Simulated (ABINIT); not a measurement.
A run of ABINIT 10.8.3 (patched build):

File run.abi:

```
# Datasets: ground state, then fixed potential
ndtset 2

# Pseudopotentials
pp_dirpath "./"
pseudos "Hf.upf, C.upf"

# Structure
acell 3.3428660531 3.342866053 5.202714 Angstrom
rprim
     1.0000000000     0.0000000000     0.0000000000
    -0.5000000000     0.8660254038     0.0000000000
     0.0000000000     0.0000000000     1.0000000000
ntypat 2
znucl 72 6
natom 4
typat 1 1 2 2
xred
     0.3333333333     0.6666666667     0.2500000000
     0.6666666667     0.3333333333     0.7500000000
     0.0000000000     0.0000000000     0.5000000000
     0.0000000000     0.0000000000     0.0000000000

# Plane-wave basis
ecut 41.0

# Exchange and correlation
ixc -116133

# Bands and occupations
occopt 3
tsmear 0.05 eV

# SCF cycle
nstep 100

# Output
iomode 3
prtwf 0
prteig 0
prtebands 0
enunit 1
prtden1 1

# Dataset 1
kptopt1 1
ngkpt1 9 9 5
nshiftk1 1
shiftk1 0.0 0.0 0.0
nband1 20
tolvrs1 1.0e-10

# Dataset 2: bands along G-M-K-G-A-L-H-A
iscf2 -2
getden2 1
nband2 26
nbdbuf2 4
tolwfr2 1.0e-11
kptopt2 -7
ndivsm2 5
prteig2 1
kptbounds2
     0.0000000000     0.0000000000     0.0000000000
     0.5000000000     0.0000000000     0.0000000000
     0.3333333333     0.3333333333     0.0000000000
     0.0000000000     0.0000000000     0.0000000000
     0.0000000000     0.0000000000     0.5000000000
     0.5000000000     0.0000000000     0.5000000000
     0.3333333333     0.3333333333     0.5000000000
     0.0000000000     0.0000000000     0.5000000000
```

Potentials or basis: PseudoDojo NC SR PBEsol v0.4.1 standard.

Run with:

```console
$ abinit run.abi > log 2>&1
```

Hardware: 1 thread of Arm Neoverse N1, with other jobs on the host.

**Question.** Estimate the wall time of this run.

**Answer.** Wall time 6 min on 1 thread of Arm Neoverse N1, with other jobs on the host, peak memory 0.16 GiB. Counts: scf iterations 9, mpi ranks 1, k points 36, bands 20, plane waves 4305.
